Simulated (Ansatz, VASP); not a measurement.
## SiC: VASP beside Ansatz

Contents of INCAR:

```
SYSTEM = SiC
PREC     = Accurate       ! precision mode
ENCUT    = 520            ! plane-wave cutoff, eV
EDIFF    = 1E-8           ! SCF threshold, eV
ISMEAR   = -1             ! smearing method
SIGMA    = 0.08           ! smearing width, eV
LREAL    = .FALSE.        ! projectors in reciprocal space
LASPH    = .TRUE.         ! aspherical terms in the spheres
NELM     = 80             ! most SCF steps
ALGO     = Normal         ! electronic algorithm
ISIF     = 2              ! what is computed and relaxed
LWAVE    = .FALSE.        ! write WAVECAR
LCHARG   = .FALSE.        ! write CHGCAR
GGA      = PS             ! functional
LEFG     = .TRUE.       
NBANDS   = 16             ! bands
```

The input KPOINTS:

```
regular mesh
0
G
  15 15 8
  0 0 0
```

The input POSCAR:

```
SiC
1.0
    3.0553533011      0.0000000000      0.0000000000
   -1.5276766505      2.6460135763      0.0000000000
    0.0000000000      0.0000000000      5.0141197845
Si C
2 2
Direct
    0.3333333333      0.6666666667      0.0000000000
    0.6666666667      0.3333333333      0.5000000000
    0.3333333333      0.6666666667      0.3850000000
    0.6666666667      0.3333333333      0.8850000000
```

Input for Ansatz:

```yaml
crystal:
  lattice:
    - [3.0553533011, 0.0, 0.0]
    - [-1.5276766505, 2.6460135763, 0.0]
    - [0.0, 0.0, 5.0141197845]
  atoms:
    - { symbol: Si, position: [0.3333333333, 0.6666666667, 0.0] }
    - { symbol: Si, position: [0.6666666667, 0.3333333333, 0.5] }
    - { symbol: C, position: [0.3333333333, 0.6666666667, 0.385] }
    - { symbol: C, position: [0.6666666667, 0.3333333333, 0.885] }
kpoints:
  mp_grid: { grid: [15, 15, 8] }
scf:
  occupations: { method: fermi_dirac, width: 0.08 }
hamiltonian:
  xc: pbesol
  pseudopotentials: { kind: all_electron, datasets: crystal }
output:
  forces: true
  stress: true
  eigenvalues: true
  efg: { contact_densities: true }
```

Change from the starting cell: volume scaled by 0.98, crystal datasets.

Alike in both runs: task electric field gradients; functional PBEsol; k mesh 15 × 15 × 8; occupations fermi-dirac, width 0.08 eV; no spin polarisation.

|  | VASP | Ansatz |
| --- | --- | --- |
| version | VASP 6.6.1 | Ansatz 0.2.0 |
| potentials or method | VASP PAW PBE potentials, release 64 (Si, C) | all-electron PAW with datasets made for the crystal, scalar-relativistic |
| plane-wave cutoff (eV) | 520 | see its input |

Ansatz gave:

```
pressure (GPa)                                                 : 4.9
largest component of the traceless stress (GPa)                : 3.79
rms of the force components (eV/Å)                             : 0.449
Vzz of the field gradient on the site that differs most (V/Å²) : 16.5
```

Q: Which values does VASP return?

A: Pressure (GPa): 5.3; largest component of the traceless stress (GPa): 3.88; rms of the force components (eV/Å): 0.452; Vzz of the field gradient on the site that differs most (V/Å²): 17.5.

Atom by atom the forces differ by 0.003 eV/Å (rms over components). Ansatz ran all-electron here, so the differences hold the error of VASP's frozen core and of both bases.

Caveats: the PAW data sets were made with another functional, which shifts forces and pressure a little (VASP); an odd mesh through Γ misses points on the zone boundary, where band edges often lie.
